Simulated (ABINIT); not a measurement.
# InP (F-43m) in ABINIT: settings compared

The runs below take InP through single point, with PBEsol, LDA.

Everything below comes from runs of ABINIT 10.8.3 (patched build). Logs are shortened: lines on timing, memory, paths and dates and some standing lists are left out, and cuts for length are marked. The log counts tension as positive stress, the text compression.

**What was measured.**

A printed reference work, data compilation reports, for a bulk crystal of InP at 1.6 K: band gap 1.4236 eV (direct).

How close the calculation comes is told below.

## 1. The structure

The structure is cubic, space group F-43m (No. 216). The conventional cell has a = 5.861 Å, b = 5.861 Å, c = 5.861 Å, α = 90.00°, β = 90.00°, γ = 90.00°. Around In (site symmetry -43m) lie 4 P at 2.54 Å. P (site symmetry -43m) is surrounded by 4 In at 2.54 Å.

## 2. Single point, PBEsol

run.abi

```
# Pseudopotentials
pp_dirpath "./"
pseudos "In.GGA_PBE-JTH.xml, P.GGA_PBE-JTH.xml"

# Structure
acell 4.1443528445 4.1443528445 4.1443528445 Angstrom
rprim
     0.0000000000     0.7071067812     0.7071067812
     0.7071067812     0.0000000000     0.7071067812
     0.7071067812     0.7071067812     0.0000000000
ntypat 2
znucl 49 15
natom 2
typat 1 2
xcart
     0.0000000000     0.0000000000     0.0000000000
     8.3067636123     8.3067636123     8.3067636123

# Plane-wave basis
ecut 20.0
pawecutdg 40.0

# k points
kptopt 1
ngkpt 6 6 6
nshiftk 1
shiftk 0.0 0.0 0.0

# Exchange and correlation
ixc -116133

# Bands and occupations
nband 13
occopt 3
tsmear 0.05 eV

# SCF cycle
nstep 100
tolvrs 1.0e-9

# Output
iomode 3
prtwf 0
prtden 0
prteig 0
prtebands 0
enunit 1
prtvol 2
```

Potentials or basis: JTH PAW PBE v2.0.

The run is started by

```bash
$ abinit run.abi > log 2>&1
```

run.abo:

```text
.Version 10.8.3 of ABINIT
 Symmetries : space group F-4 3 m (#216); Bravais cF (face-center cubic)
================================================================================
 Values of the parameters that define the memory need of the present run
     intxc =       0    ionmov =       0      iscf =      17    lmnmax =      18
     lnmax =       6     mgfft =      32  mpssoang =       3    mqgrid =    3001
     natom =       2  nloc_mem =       2    nspden =       1   nspinor =       1
    nsppol =       1      nsym =      24    n1xccc =       1    ntypat =       2
    occopt =       3   xclevel =       2
       mpw =        1464          nfft =       32768          nkpt =          16
 PAW method is used; the additional fine FFT grid is defined by:
   mgfftf=        48    nfftf =    110592
================================================================================
================================================================================

--------------------------------------------------------------------------------
------------- Echo of variables that govern the present computation ------------
--------------------------------------------------------------------------------
 -outvars: echo values of preprocessed input variables --------
            acell      7.8316918452E+00  7.8316918452E+00  7.8316918452E+00 Bohr
              amu      1.14820000E+02  3.09737620E+01
             ecut      2.00000000E+01 Hartree
           enunit           1
              ixc     -116133
         kptrlatt        6    0    0      0    6    0      0    0    6
          kptrlen      4.69901511E+01
            natom           2
            nband          13
            ngfft          32      32      32
          ngfftdg          48      48      48
             nkpt          16
            nstep         100
             nsym          24
           ntypat           2
           occopt           3
        pawecutdg      4.00000000E+01 Hartree
         pawxcdev           0
           prtden           0
        prtebands           0
           prteig           0
           prtvol           2
            prtwf           0
            rprim      0.0000000000E+00  7.0710678120E-01  7.0710678120E-01
                       7.0710678120E-01  0.0000000000E+00  7.0710678120E-01
                       7.0710678120E-01  7.0710678120E-01  0.0000000000E+00
          spgroup         216
           tolvrs      1.00000000E-09
           tsmear      1.83746611E-03 Hartree
            typat      1  2
           useylm           1
           xangst      0.0000000000E+00  0.0000000000E+00  0.0000000000E+00
                       4.3957500000E+00  4.3957500000E+00  4.3957500000E+00
            xcart      0.0000000000E+00  0.0000000000E+00  0.0000000000E+00
                       8.3067636180E+00  8.3067636180E+00  8.3067636180E+00
             xred      0.0000000000E+00  0.0000000000E+00  0.0000000000E+00
                       7.5000000000E-01  7.5000000000E-01  7.5000000000E-01
            znucl       49.00000   15.00000

================================================================================

 chkinp: Checking input parameters for consistency.

================================================================================
== DATASET  1 ==================================================================

--- !DatasetInfo
iteration_state: {dtset: 1, }
dimensions: {natom: 2, nkpt: 16, mband: 13, nsppol: 1, nspinor: 1, nspden: 1, mpw: 1464, }
cutoff_energies: {ecut:  20.0, pawecutdg:  40.0, }
electrons: {nelect:   1.80000000E+01, charge:   0.00000000E+00, occopt:   3.00000000E+00, tsmear:   1.83746611E-03, }
meta: {optdriver: 0, ionmov: 0, optcell: 0, iscf: 17, paral_kgb: 0, }
...

 Real(R)+Recip(G) space primitive vectors, cartesian coordinates (Bohr,Bohr^-1):
 R(1)=  0.0000000  5.5378424  5.5378424  G(1)= -0.0902879  0.0902879  0.0902879
 R(2)=  5.5378424  0.0000000  5.5378424  G(2)=  0.0902879 -0.0902879  0.0902879
 R(3)=  5.5378424  5.5378424  0.0000000  G(3)=  0.0902879  0.0902879 -0.0902879
 Unit cell volume ucvol=  3.3966576E+02 bohr^3
 Angles (23,13,12)=  6.00000000E+01  6.00000000E+01  6.00000000E+01 degrees

 Coarse grid specifications (used for wave-functions):

 getcut: wavevector=  0.0000  0.0000  0.0000  ngfft=  32  32  32
         ecut(hartree)=     20.000   => boxcut(ratio)=   2.02962

 Fine grid specifications (used for densities):

[... 132 lines left out ...]
  1.74E-13 1.89E-14 2.06E-14 3.44E-15 3.12E-15 6.47E-13 9.22E-13 4.62E-13
  2.17E-13 5.66E-13 6.54E-13 3.40E-12 3.59E-08
  -0.3333  0.5000  0.1667    1  1.17703E-12 kpt; spin; max resid(k); each band:
  1.79E-13 1.57E-14 1.70E-14 5.96E-15 3.16E-15 5.65E-13 8.04E-13 2.46E-13
  2.80E-13 3.31E-13 6.44E-13 4.03E-13 1.18E-12
 reduced coordinates (array xred) for    2 atoms
       0.000000000000      0.000000000000      0.000000000000
       0.750000000000      0.750000000000      0.750000000000
 rms dE/dt=  1.3191E-27; max dE/dt=  2.1541E-27; dE/dt below (all hartree)
    1       0.000000000000      0.000000000000     -0.000000000000
    2       0.000000000000      0.000000000000      0.000000000000

 cartesian coordinates (angstrom) at end:
    1      0.00000000000000     0.00000000000000     0.00000000000000
    2      4.39575000004719     4.39575000004719     4.39575000004719

 cartesian forces (hartree/bohr) at end:
    1      0.00000000000000     0.00000000000000    -0.00000000000000
    2     -0.00000000000000    -0.00000000000000     0.00000000000000
 frms,max,avg= 1.6607794E-28 2.4311320E-28   0.000E+00  0.000E+00  0.000E+00 h/b

 cartesian forces (eV/Angstrom) at end:
    1      0.00000000000000     0.00000000000000    -0.00000000000000
    2     -0.00000000000000    -0.00000000000000     0.00000000000000
 frms,max,avg= 8.5400708E-27 1.2501384E-26   0.000E+00  0.000E+00  0.000E+00 e/A
 length scales=  7.831691845232  7.831691845232  7.831691845232 bohr
              =  4.144352844500  4.144352844500  4.144352844500 angstroms
 Fermi (or HOMO) energy (eV) =   4.92213   Average Vxc (eV)=  -9.48569
 Eigenvalues (   eV  ) for nkpt=  16  k points:
 kpt#   1, nband= 13, wtk=  0.00463, kpt=  0.0000  0.0000  0.0000 (reduced coord)
  -9.57158   -9.57158   -9.57158   -9.41862   -9.41862   -6.96551    4.59563    4.59563
   4.59563    5.19302    8.59468    8.59468    8.59468
 kpt#   2, nband= 13, wtk=  0.03704, kpt=  0.1667  0.0000  0.0000 (reduced coord)
  -9.60401   -9.55871   -9.55871   -9.41779   -9.41779   -6.64885    2.36768    4.28293
   4.28293    6.30086    8.99157    9.04047    9.04047
 kpt#   3, nband= 13, wtk=  0.03704, kpt=  0.3333  0.0000  0.0000 (reduced coord)
  -9.66448   -9.53874   -9.53874   -9.41127   -9.41127   -5.82890   -0.03558    3.80134
   3.80134    6.14060    9.38196    9.38196   10.75123
 kpt#   4, nband= 13, wtk=  0.01852, kpt=  0.5000  0.0000  0.0000 (reduced coord)
  -9.69293   -9.53211   -9.53211   -9.40466   -9.40466   -5.21186   -1.22047    3.60294
   3.60294    5.98348    9.32103    9.32103   11.53957
 kpt#   5, nband= 13, wtk=  0.02778, kpt=  0.1667  0.1667  0.0000 (reduced coord)
  -9.62689   -9.54569   -9.54569   -9.42959   -9.40966   -6.54505    2.40569    3.76050
   3.76050    7.18261    7.59480    9.80837    9.80837
 kpt#   6, nband= 13, wtk=  0.11111, kpt=  0.3333  0.1667  0.0000 (reduced coord)
  -9.67377   -9.52773   -9.52249   -9.43428   -9.40153   -5.88520    0.58963    3.05676
[... 16 lines left out ...]
 kpt#  12, nband= 13, wtk=  0.05556, kpt= -0.3333  0.3333  0.0000 (reduced coord)
  -9.71674   -9.50996   -9.49085   -9.43306   -9.40639   -4.69513   -0.95186    1.13538
   2.89278    7.09949    9.61419   11.32203   11.57319
 kpt#  13, nband= 13, wtk=  0.01389, kpt=  0.5000  0.5000  0.0000 (reduced coord)
  -9.75906   -9.47089   -9.46495   -9.46495   -9.38227   -4.54606   -1.23558    2.23006
   2.23006    6.22377    6.75558   13.68231   14.10091
 kpt#  14, nband= 13, wtk=  0.11111, kpt=  0.5000  0.3333  0.1667 (reduced coord)
  -9.70570   -9.51634   -9.49748   -9.43861   -9.39985   -5.18896   -0.35330    1.82964
   2.84109    8.07637    8.28386    9.54528   12.01883
 kpt#  15, nband= 13, wtk=  0.11111, kpt= -0.3333  0.3333  0.1667 (reduced coord)
  -9.71552   -9.51679   -9.48650   -9.43259   -9.40483   -4.69394   -0.99501    1.43240
   2.47158    8.17877    8.75927   10.21493   11.91200
 kpt#  16, nband= 13, wtk=  0.05556, kpt= -0.3333  0.5000  0.1667 (reduced coord)
  -9.73514   -9.49820   -9.47399   -9.44696   -9.39632   -4.48401   -1.12549    1.73254
   1.74842    7.76690    8.13868   11.29515   11.56448
 Total charge density [el/Bohr^3]
)     Maximum=    3.7371E+00  at reduced coord.    0.0000    0.0000    0.0000
)Next maximum=    3.5353E+00  at reduced coord.    0.0000    0.0208    0.9792
)     Minimum=   -1.6995E-02  at reduced coord.    0.7500    0.7500    0.7500
)Next minimum=   -1.1189E-02  at reduced coord.    0.7500    0.7500    0.7292
   Integrated=    1.8000E+01

--- !EnergyTerms
iteration_state     : {dtset: 1, }
comment             : Components of total free energy in Hartree
kinetic             :  1.64716767183265E+01
hartree             :  2.37534406817612E+01
xc                  : -9.73057868329085E+00
Ewald energy        : -4.48602020672642E+01
psp_core            :  1.38267200191586E+00
local_psp           : -6.46409982410420E+01
PAW spherical_terms :  1.29122997645756E+01
internal            : -6.47116898250179E+01
'-kT*entropy'       : -1.05356973808487E-06
total_energy        : -6.47116908785876E+01
total_energy_eV     : -1.76089481512777E+03
...

--- !EnergyTermsDC
iteration_state     : {dtset: 1, }
comment             : '"Double-counting" decomposition of free energy'
band_energy         : -3.50725144781391E+00
Ewald energy        : -4.48602020672642E+01
psp_core            :  1.38267200191586E+00
xc_dc               : -2.63559836056450E+01
PAW spherical_terms :  8.62908076447134E+00
internal            : -6.47116843543359E+01
'-kT*entropy'       : -1.05356973808487E-06
total_energy_dc     : -6.47116854079057E+01
total_energy_dc_eV  : -1.76089466626293E+03
...

--- !EnergyTermsWithPAWCore
iteration_state     : {dtset: 1, }
comment             : 'Components of total free energy, including PAW core contributions'
Total energy        : -6.22060819086060E+03
Total energy DC     : -6.22060818538992E+03
Total energy (eV)   : -1.69271372166421E+05
Total energy DC (eV): -1.69271372017556E+05
...

 Cartesian components of stress tensor (hartree/bohr^3)
  sigma(1 1)= -8.05623420E-06  sigma(3 2)=  0.00000000E+00
  sigma(2 2)= -8.05623420E-06  sigma(3 1)=  0.00000000E+00
  sigma(3 3)= -8.05623420E-06  sigma(2 1)=  0.00000000E+00

-Cartesian components of stress tensor (GPa)         [Pressure=  2.3702E-01 GPa]
- sigma(1 1)= -2.37022593E-01  sigma(3 2)=  0.00000000E+00
- sigma(2 2)= -2.37022593E-01  sigma(3 1)=  0.00000000E+00
- sigma(3 3)= -2.37022593E-01  sigma(2 1)=  0.00000000E+00

== END DATASET(S) ==============================================================
================================================================================

 -outvars: echo values of variables after computation  --------
            acell      7.8316918452E+00  7.8316918452E+00  7.8316918452E+00 Bohr
           etotal     -6.4711685408E+01
            fcart      1.4586792235E-28  4.8622640783E-29 -2.4311320392E-28
                      -1.4586792235E-28 -4.8622640783E-29  2.4311320392E-28
            rprim      0.0000000000E+00  7.0710678120E-01  7.0710678120E-01
                       7.0710678120E-01  0.0000000000E+00  7.0710678120E-01
                       7.0710678120E-01  7.0710678120E-01  0.0000000000E+00
           strten     -8.0562341960E-06 -8.0562341960E-06 -8.0562341960E-06
                       0.0000000000E+00  0.0000000000E+00  0.0000000000E+00
           xangst      0.0000000000E+00  0.0000000000E+00  0.0000000000E+00
                       4.3957500000E+00  4.3957500000E+00  4.3957500000E+00
             xred      0.0000000000E+00  0.0000000000E+00  0.0000000000E+00
                       7.5000000000E-01  7.5000000000E-01  7.5000000000E-01
 Calculation completed.
```

Wall time 15 s (1 thread of Arm Neoverse V1, shared host); peak memory 0.1 GiB.

Results:

| Property | Result |
| --- | --- |
| Free energy | -1760.8947 eV |
| Band gap on the k mesh | 0.60 eV, direct |
| Valence electrons inside the program's atomic spheres | In 11.25; P 1.58 |

Levels at points of the mesh, in eV from the valence-band top:
| k point | band 5 | band 6 | band 7 | band 8 | band 9 | band 10 | band 11 | band 12 | band 13 |
| --- | --- | --- | --- | --- | --- | --- | --- | --- | --- |
| (0.00, 0.00, 0.00) | -14.01 | -11.56 | 0.00 | 0.00 | 0.00 | 0.60 | 4.00 | 4.00 | 4.00 |
| (0.50, 0.00, 0.00) | -14.00 | -9.81 | -5.82 | -0.99 | -0.99 | 1.39 | 4.73 | 4.73 | 6.94 |
| (0.50, 0.50, 0.00) | -13.98 | -9.14 | -5.83 | -2.37 | -2.37 | 1.63 | 2.16 | 9.09 | 9.51 |

Caveat: the cutoff is too short for stress, so the log's stress isn't used; the PAW data sets were made with another functional, which shifts forces and pressure a little; spin-orbit coupling is left out, which moves the levels of the heavy elements.

[end of part 1 of 2]
